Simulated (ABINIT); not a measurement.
# A GW chain in ABINIT: SiC (P6_3mc), part 3 of 3

How does a plane-wave GW calculation on SiC (P6_3mc) run from the first input to the gap?

ABINIT 10.8.3; PBE and many-body steps on it, plane waves. Known limits of the many-body steps: not at the basis limit.

So far. Step 4 (Empty states on the mesh, 6×6×4 mesh, 83 bands): On this mesh the gap is 2.275 eV. Step 5 (Screening, 6×6×4 mesh, 75 bands, screening to 136.1 eV): Local fields lower ε∞ by 9 %.

## Step 6: Self-energy, 6×6×4 mesh, 75 bands, screening to 136.1 eV

The self-energy is evaluated for the states that the input lists, and the levels follow from it, in one-shot runs by the linearised quasiparticle equation.

This step: G0W0 on PBE, plane waves, norm-conserving pseudopotentials.

File run.abi:

```
acell 3*1.0 Angstrom
rprim 
  3.073513928196 0.000000000001 0.000000000000
  -1.536756964099 2.661741140703 0.000000000000
  0.000000000000 0.000000000000 5.045247710000
ntypat 2
znucl 14 6
natom 4
typat 1 1 2 2
xred 
  0.333333333333 0.666666666667 0.499602400000
  0.666666666667 0.333333333333 0.999602400000
  0.333333333333 0.666666666667 0.875397600000
  0.666666666667 0.333333333333 0.375397600000
pp_dirpath "pseudos"
pseudos "Si.upf, C.upf"
ecut 37
ngkpt 6 6 4
nshiftk 1
shiftk 0 0 0
kptopt 1
chksymbreak 0
istwfk *1
occopt 1
irdwfk 1
optdriver 4
nband 75
gwcalctyp 0
ecutsigx 37
symsigma 1
nkptgw 3
kptgw 
  0.0000000000 0.0000000000 0.0000000000
  0.3333333333 0.3333333333 0.0000000000
  0.5000000000 0.0000000000 0.0000000000
bdgw 
  7 10
  6 10
  7 10
ecuteps 5
irdscr 1
ppmodel 1
indata_prefix "in"
outdata_prefix "out"
tmpdata_prefix "tmp"
```

Started as:

```console
> OMP_NUM_THREADS=1 mpirun -n 8 abinit run.abi > log
```

Numbers of over 12 decimals in the logs are rounded to 6 here.

Output:

```text
.Version 10.8.3 of ABINIT. v10.8.2 released Aug 2026.

 Symmetries : space group P6_3 m c (#186); Bravais hP (primitive hexag.)
[... echo of the input left out ...]
== DATASET  1 ==================================================================
-   mpi_nproc: 8, omp_nthreads: 1 (-1 if OMP is not activated)

--- !DatasetInfo
iteration_state: {dtset: 1, }
dimensions: {natom: 4, nkpt: 21, mband: 75, nsppol: 1, nspinor: 1, nspden: 1, mpw: 3015, }
cutoff_energies: {ecut:  37.0, pawecutdg:  -1.0, }
electrons: {nelect:   1.60000000E+01, charge:   0.00000000E+00, occopt:   1.00000000E+00, tsmear:   1.00000000E-02, }

 SIGMA: Calculation of the GW corrections

 Based on a program developped by R.W. Godby, V. Olevano, G. Onida, and L. Reining.
 Incorporated in ABINIT by V. Olevano, G.-M. Rignanese, and M. Torrent.
.Using double precision arithmetic ; gwpc =  8

[... cell and pseudopotentials left out ...]
--------------------------------------------------------------------------------

 ==== K-mesh for the wavefunctions ====
 Number of points in the irreducible wedge :    21
[... list of points left out ...]
 Together with 12 symmetry operations and time-reversal symmetry
 yields   144 points in the full Brillouin Zone.

 ==== Q-mesh for screening function ====
 Number of points in the irreducible wedge :    21
[... list of points left out ...]
 Together with 12 symmetry operations and time-reversal symmetry
 yields   144 points in the full Brillouin Zone.

 vcoul_init : cutoff-mode = AUXILIARY_FUNCTION
 q-points for optical limit:   1
     1)      0.000010    0.000020    0.000030
 setmesh: FFT mesh size selected  =    27x   27x   54
          total number of points  =        39366

 Number of electrons calculated from density =   16.0000; Expected =   16.0000
 average of density, n =  0.057443
 r_s =    1.6078
 omega_plasma =   23.1193 [eV]

 === KS Band Gaps ===
  >>>> For spin  1
   Minimum direct gap =   3.9851 [eV], located at k-point      :   0.5000  0.0000  0.0000
   Fundamental gap    =   2.2753 [eV], Top of valence bands at :   0.0000  0.0000  0.0000
                                       Bottom of conduction at :   0.3333  0.3333  0.0000
 SIGMA fundamental parameters:
 PLASMON POLE MODEL  1
 number of plane-waves for SigmaX                 2973
 number of plane-waves for SigmaC and W            135
 number of plane-waves for wavefunctions          2973
 number of bands                                    75
 number of independent spin polarizations            1
 number of spinorial components                      1
 number of k-points in IBZ                          21
 number of q-points in IBZ                          21
 number of symmetry operations                      12
 number of k-points in BZ                          144
 number of q-points in BZ                          144
 number of frequencies for dSigma/dE                 9
 frequency step for dSigma/dE [eV]                0.25
 number of omega for Sigma on real axis              0
 max omega for Sigma on real axis  [eV]           0.00
 zcut for avoiding poles [eV]                     0.10

 EPSILON^-1 parameters (SCR file):
 dimension of the eps^-1 matrix on file            135
 dimension of the eps^-1 matrix used               135
 number of plane-waves for wavefunctions          2973
 number of bands                                    75
 number of q-points in IBZ                          21
 number of frequencies                               2
 number of real frequencies                          1
 number of imag frequencies                          1

 matrix elements of self-energy operator (all in [eV])

 Perturbative Calculation

--- !SelfEnergy_ee
iteration_state: {dtset: 1, }
kpoint     : [   0.000,    0.000,    0.000, ]
spin       : 1
KS_gap     :    4.820
QP_gap     :    5.634
Delta_QP_KS:    0.814
data: !SigmaeeData |
     Band     E0 <VxcDFT>   SigX SigC(E0)      Z dSigC/dE  Sig(E)    E-E0       E
        7   7.012 -15.027 -17.600   2.319   0.795  -0.257 -15.229  -0.202   6.810
        8   7.012 -15.027 -17.600   2.319   0.795  -0.257 -15.229  -0.202   6.810
        9  11.832 -12.163  -6.994  -4.413   0.809  -0.237 -11.551   0.612  12.444
       10  13.231 -12.779  -7.194  -4.810   0.796  -0.256 -12.162   0.617  13.848

--- !SelfEnergy_ee
iteration_state: {dtset: 1, }
kpoint     : [   0.333,    0.333,    0.000, ]
spin       : 1
KS_gap     :    6.117
QP_gap     :    7.110
Delta_QP_KS:    0.993
data: !SigmaeeData |
     Band     E0 <VxcDFT>   SigX SigC(E0)      Z dSigC/dE  Sig(E)    E-E0       E
        6   2.959 -13.062 -17.039   3.151   0.783  -0.278 -13.708  -0.647   2.312
        7   2.959 -13.062 -17.039   3.151   0.783  -0.278 -13.708  -0.647   2.312
        8   3.170 -13.150 -17.127   3.148   0.784  -0.276 -13.799  -0.649   2.521
        9   9.287  -9.908  -5.628  -3.863   0.826  -0.211  -9.564   0.344   9.631
       10  15.194 -12.311  -6.198  -5.040   0.795  -0.258 -11.458   0.853  16.047

--- !SelfEnergy_ee
iteration_state: {dtset: 1, }
kpoint     : [   0.500,    0.000,    0.000, ]
spin       : 1
KS_gap     :    3.985
QP_gap     :    4.791
Delta_QP_KS:    0.806
data: !SigmaeeData |
     Band     E0 <VxcDFT>   SigX SigC(E0)      Z dSigC/dE  Sig(E)    E-E0       E
        7   3.715 -12.813 -16.235   2.688   0.790  -0.266 -13.393  -0.580   3.136
        8   5.813 -14.520 -17.600   2.598   0.792  -0.262 -14.902  -0.382   5.431
        9   9.798 -10.579  -6.048  -4.015   0.822  -0.216 -10.155   0.424  10.222
       10  11.240 -11.760  -6.959  -4.043   0.811  -0.233 -11.145   0.615  11.854

== END DATASET(S) ==============================================================
================================================================================

 -outvars: echo values of variables after computation  --------
           etotal      0.0000000000E+00
            nband          75
             nkpt          21
          spgroup         186
 [... the other variables as echoed above ...]

 Calculation completed.
```

Wall time 5.3 s (8 MPI ranks of Arm Neoverse V2, shared host); peak memory 1.2 GiB.

Numbers from this step:

```
G0W0 gap on the points computed              : 2.821 eV
starting gap on the mesh                     : 2.275 eV
k of the valence top                         : 0, 0, 0
k of the conduction bottom                   : 0.3333, 0.3333, 0
Z at the valence top                         : 0.795
Z at the conduction bottom                   : 0.826
least direct G0W0 gap on the computed points : 4.791 eV
```

The gap on the mesh goes from 2.28 eV to 2.82 eV, a correction of +0.55 eV.

Limits: finite bands, cutoff and mesh. v1 is the top filled band, c1 the lowest empty one. Levels before and after the correction, in eV, zero at the valence-band top of each column:

|  | conduction bottom | valence top |
| --- | --- | --- |
| Kohn-Sham | 2.28 | 0.00 |
| G0W0 | 2.82 | 0.00 |

```csv
,level,energy (eV)
Kohn-Sham,Γ v2-v1,0.000
Kohn-Sham,Γ c1,4.820
Kohn-Sham,Γ c2,6.220
Kohn-Sham,(0.333 0.333 0) v3-v2,-4.053
Kohn-Sham,(0.333 0.333 0) v1,-3.842
Kohn-Sham,(0.333 0.333 0) c1,2.275
Kohn-Sham,(0.333 0.333 0) c2,8.182
G0W0,Γ v2-v1,0.000
G0W0,Γ c1,5.634
G0W0,Γ c2,7.038
G0W0,(0.333 0.333 0) v3-v2,-4.498
G0W0,(0.333 0.333 0) v1,-4.289
G0W0,(0.333 0.333 0) c1,2.821
G0W0,(0.333 0.333 0) c2,9.237
```

## Step 7: Where the time went

Times are wall times on 8 MPI ranks of Arm Neoverse V2, shared host, good to a factor of about two.

```csv
step,time,share,memory (GiB)
ground state,4.2 s,5 %,0.54
bands along the symmetry lines,6.5 s,7 %,0.51
empty states on the mesh,50 s,55 %,4.3
screening,24 s,27 %,1.4
self-energy,5.3 s,6 %,1.2
```

## Step 8: Results

```
PBE gap              : 2.28 eV, indirect
G0W0 gap on the mesh : 2.82 eV
GW settings          : 6×6×4 mesh, 75 bands, screening to 136.1 eV, Godby-Needs plasmon pole
known limits         : not at the basis limit
```

**Reading.** G0W0 moves the gap on the mesh from 2.28 eV to 2.82 eV (+0.55 eV), with Z of 0.80 and 0.83 at the edges. Local fields lower the RPA ε∞ on this mesh from 7.51 to 6.86. Only 3 of the mesh's irreducible points were corrected, so a valley elsewhere could overtake. The dearest step here is «empty states on the mesh». Against experiment, by G0W0@PBE: the gap of 2.82 eV lies −0.51 eV from the measured 3.33 eV (kind not stated, quoted 2020). The calculation has static nuclei and no excitons; a measured gap holds zero-point and thermal motion, which mostly lowers it. Bands and cutoff are finite, so the gap is not at the basis limit. The miss can reach some tenths of an eV and take either sign; the mesh is an error of its own. In the G0W0 run levels were corrected at 3 k points alone, so a gap called «on the mesh» is the least over those, and an edge elsewhere would be missed.

[Paths, hosts, dates, memory and timing lines, banners, echoed tables and standing remarks are left out of the program output.]

[Logs are printed without paths, hosts, clocks, repeated set-up lines and the standing remarks that a program may print on its own settings, such as how far it seeks lower states.]

[Runs of the session that timed out or met a known fault of the program may be left out.]

[Hosts, paths, dates, database ids (printed as entryN), source tags and the programs' standing remarks are cut or masked in the printed files.]

[G0W0 gaps are taken among the corrected bands and points alone; a level outside them can change the order at an edge.]

[Where Ansatz stands beside ABINIT at settings called matched, ABINIT's density can come from a denser mesh and the files from another edition; pairs whose starting gaps differed by over 0.03 eV were left out, so agreement reads better than it is.]
